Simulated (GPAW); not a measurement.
The system is PtSe2 (Sudovikovite).

```
CELL_PARAMETERS angstrom
3.72400 0.00000 0.00000
-1.86200 3.22508 0.00000
0.00000 0.00000 5.06200
ATOMIC_POSITIONS crystal
Pt 0.00000 0.00000 0.00000
Se 0.66667 0.33333 0.75000
Se 0.33333 0.66667 0.25000
```

```yaml
Program: GPAW 26.7.0
Task: single point
Functional: PBEsol
Potentials_or_basis: PAW data sets generated in the run's folder for this functional
Cutoff: 600 eV
Basis: pw
k_mesh: 8 × 8 × 5
Occupations: fermi-dirac, width 0.05 eV
Spin: no spin polarisation
```

On this cell: pressure 2.2 GPa; largest force 0.366 eV/Å; band gap on the k mesh none (metal or under the smearing width).

The same run follows on a disturbed copy (atoms moved at random, drawn with an rms of 0.05 Å):

```
Pt Se
1.0
     3.72400    0.00000    0.00000
    -1.86200    3.22508    0.00000
     0.00000    0.00000    5.06200
Pt Se
1 2
Direct
  0.01133 0.02263 0.00660
  0.65034 0.33135 0.74000
  0.33238 0.65513 0.24631
```

**Question.** What changes?

**Answer.** The energy (extrapolated to zero smearing) moves by +39.4 meV/atom; pressure 2.1 GPa; largest force 1.956 eV/Å; band gap on the k mesh none (metal or under the smearing width).

Forces on the atoms (eV/Å):
```
Pt  -0.297 -1.573 -1.125
Se   0.440  0.495  0.243
Se  -0.143  1.077  0.882
```

Stress tensor (GPa, compression positive):
```
 1.60  0.90 -1.80
 0.90  3.90  1.67
-1.80  1.67  0.69
```
